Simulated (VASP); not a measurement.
# TiSi (Cmmm) in VASP: a series of runs, part 2 of 2

VASP 6.6.1. The steps go on from the part before.

### 4 Single point, LDA (strain -0.030 along x and y, +0.030 along z, atoms carried along)

INCAR

```
SYSTEM = TiSi
PREC = Accurate ; ENCUT = 520
EDIFF = 1E-6 ; ISMEAR = 0
SIGMA = 0.15 ; LREAL = .False.
LASPH = .True. ; NELM = 100
ALGO = Fast ; ISIF = 2
LWAVE = .False. ; LCHARG = .True.
GGA = CA ; LELF = .True.
LVHAR = .True. ; NBANDS = 15
```

KPOINTS

```
Automatic mesh
0
Gamma
  18 18 12
  0 0 0
```

POSCAR

```
TiSi
1.0
    1.7616926600     -2.0540952800      0.0000000000
    1.7616926600      2.0540952800      0.0000000000
    0.0000000000      0.0000000000      3.9180520200
Ti Si
1 1
Direct
    0.5000000000      0.5000000000      0.0000000000
    0.0000000000      0.0000000000      0.5000000000
```

Potentials or basis: VASP PAW LDA potentials, release 64 (Ti_sv, Si).

Launch:

```sh
$ cat potpaw_LDA.64/Ti_sv/POTCAR potpaw_LDA.64/Si/POTCAR > POTCAR
$ mpirun -np 1 vasp_std > vasp.out
```

OUTCAR:

```text
SYSTEM = TiSi
   PREC = Accurate
   ENCUT = 520
   EDIFF = 1E-6
   ISMEAR = 0
   LREAL = .False.
   LASPH = .True.
   NELM = 100
   ISIF = 2
   GGA = CA

 ion  position               nearest neighbor table
   1  0.500  0.500  0.000-   2 2.63   2 2.63   2 2.63   2 2.63   2 2.84   2 2.84   2 2.84   2 2.84

   2  0.000  0.000  0.500-   1 2.63   1 2.63   1 2.63   1 2.63   1 2.84   1 2.84   1 2.84   1 2.84

  LATTYP: Found a base centered orthorhombic cell.
 ALAT       =     3.5233853200
 B/A-ratio  =     1.1659782246
 C/A-ratio  =     1.1120134939

  Lattice vectors:

 A1 = (   1.7616926600,  -2.0540952800,   0.0000000000)
 A2 = (   1.7616926600,   2.0540952800,   0.0000000000)
 A3 = (   0.0000000000,   0.0000000000,   3.9180520200)

Analysis of symmetry for initial positions (statically):
=====================================================================
 Subroutine PRICEL returns:
 Original cell was already a primitive cell.

 Routine SETGRP: Setting up the symmetry group for a
 base centered orthorhombic supercell.

 Subroutine GETGRP returns: Found  8 space group operations
 (whereof  8 operations were pure point group operations)
 out of a pool of  8 trial point group operations.

The static configuration has the point symmetry D_2h.

Analysis of symmetry for dynamics (positions and initial velocities):
=====================================================================
 Subroutine PRICEL returns:
 Original cell was already a primitive cell.

 Routine SETGRP: Setting up the symmetry group for a
 base centered orthorhombic supercell.

 Subroutine GETGRP returns: Found  8 space group operations
 (whereof  8 operations were pure point group operations)
 out of a pool of  8 trial point group operations.

The dynamic configuration has the point symmetry D_2h.

 Subroutine INISYM returns: Found  8 space group operations
 (whereof  8 operations are pure point group operations),
 and found     1 'primitive' translations

----------------------------------------------------------------------------------------

                                     Primitive cell

  volume of cell :      28.3564
[... 117 lines left out ...]
   IVDW    =     0    specifies the selected vdW correction
   LEPSILON=     F    determine dielectric tensor
   LRPA    =     F    only Hartree local field effects (RPA)
 non-spin polarized calculation
 RMM-DIIS sequential band-by-band and
 Gauss-broadening in eV      SIGMA  =   0.15
  energy-cutoff  :      520.00
  volume of cell :       28.36
 maximum number of plane-waves:       784
   NGX = 11   NGY = 11   NGZ = 15

 number of electron      15.9999998 magnetization

 Free energy of the ion-electron system (eV)
  ---------------------------------------------------
  ext. energy  EPLUGINS =         0.00000000
  ---------------------------------------------------
  free energy    TOTEN  =       -15.74751980 eV

  energy without entropy =      -15.73537132  energy(sigma->0) =      -15.74144556

 E-fermi :  10.3871     XC(G=0): -12.0709

 val. band max:       10.3815525452   @ k =   0.4444   0.2778   0.0000
 cond. band min:      10.3873330738   @ k =   0.4444   0.2778   0.1667
 fundamental gap:      0.0057805286
 Fermi energy:        10.3870593820

 k-point     1 :       0.0000    0.0000    0.0000
  band No.  band energies     occupation
      1     -45.5650      2.00000
      2     -22.3770      2.00000
      3     -21.8542      2.00000
      4     -21.7229      2.00000
      5      -1.5834      2.00000
      6       7.7518      2.00000
      7       8.1539      2.00000
      8       9.2256      2.00000
      9      12.2296      0.00000
     10      12.8707      0.00000
     11      13.5632      0.00000
     12      16.2797      0.00000
     13      16.2919      0.00000
     14      17.1062      0.00000
[... 401 lines left out ...]
      2     -22.3343      2.00000
      3     -22.1005      2.00000
      4     -21.7793      2.00000
      5      -0.5677      2.00000
      6       7.8313      2.00000
      7       8.4156      2.00000
      8       9.1009      2.00000
      9      12.3102      0.00000
     10      12.5027      0.00000
     11      12.9498      0.00000
     12      13.4417      0.00000
     13      16.3455      0.00000
     14      17.8510      0.00000
     15      21.2951      0.00000

 [... further k-points ...]
[... 5 lines left out ...]
  --------------------------------------------------------------------------------------
  -------------------------------------------------------------------------------------
  Total       -0.3877896     -0.6061921     -1.6005311      0.0000000      0.0000000      0.0000000
  in kB      -21.9106763    -34.2507377    -90.4323422      0.0000000      0.0000000      0.0000000
  external PRESSURE =     -48.8645854 kB  Pullay stress =       0.0000000 kB

 VOLUME and BASIS-vectors are now :
 -----------------------------------------------------------------------------
  energy-cutoff  :      520.00
  volume of cell :       28.36
      direct lattice vectors                 reciprocal lattice vectors
     1.761692660 -2.054095280  0.000000000     0.283817950 -0.243416167  0.000000000
     1.761692660  2.054095280  0.000000000     0.283817950  0.243416167  0.000000000
     0.000000000  0.000000000  3.918052020     0.000000000  0.000000000  0.255228873

 POSITION                                       TOTAL-FORCE (eV/Angst)
 -----------------------------------------------------------------------------------
      1.76169      0.00000      0.00000         0.000000     -0.000000      0.000000
      0.00000      0.00000      1.95903        -0.000000      0.000000      0.000000
 -----------------------------------------------------------------------------------
    total drift:                                0.000000      0.000000     -0.000000

  FREE ENERGIE OF THE ION-ELECTRON SYSTEM (eV)
  ---------------------------------------------------
  free  energy   TOTEN  =       -15.7475198026 eV

  energy  without entropy=      -15.7353713226  energy(sigma->0) =      -15.74144556
```

It took 4 min on 1 thread of Intel Xeon Platinum 8488C (Sapphire Rapids), shared host; peak memory 0.35 GiB.

What came out:

| Quantity | Value |
| --- | --- |
| Free energy | -15.7475 eV |
| Pressure | -4.9 GPa |
| Band gap on the k mesh | none (metal or under the smearing width) |

Levels at points of the mesh, in eV from the Fermi level:
| k point | band 5 | band 6 | band 7 | band 8 | band 9 | band 10 | band 11 | band 12 |
| --- | --- | --- | --- | --- | --- | --- | --- | --- |
| (0.00, 0.00, 0.00) | -11.97 | -2.64 | -2.23 | -1.16 | 1.84 | 2.48 | 3.18 | 5.89 |
| (0.50, 0.00, 0.00) | -7.52 | -6.45 | -3.21 | -0.90 | 1.89 | 2.51 | 4.47 | 4.64 |
| (0.50, 0.50, 0.00) | -5.54 | -3.71 | -1.31 | -1.27 | -1.12 | -0.39 | 2.75 | 3.10 |
| (0.00, 0.00, 0.50) | -10.77 | -6.58 | -0.94 | 0.08 | 1.01 | 1.97 | 3.24 | 7.25 |
| (0.50, 0.00, 0.50) | -7.99 | -5.06 | -2.40 | -1.75 | 1.08 | 1.99 | 2.13 | 2.99 |
| (0.50, 0.50, 0.50) | -4.91 | -3.84 | -3.22 | -2.82 | 2.03 | 2.67 | 2.90 | 3.70 |

### 5 Summary

```tsv
cell	gap on the mesh (eV)	pressure (GPa)
strain +0.000 along x and y, +0.030 along z, atoms carried along	none	-11.5
strain +0.000 along x and y, -0.030 along z, atoms carried along	none	-3.1
strain -0.030 along x and y, +0.030 along z, atoms carried along	none	-4.9
```

Alike in all rows: task single point; level LDA; potentials or basis VASP PAW LDA potentials, release 64 (Ti_sv, Si); no spin polarisation; k mesh 18 × 18 × 12; cutoff (eV) 520; smearing gaussian 0.15 eV.

Absolute energies hang on the potentials; compare differences alone.
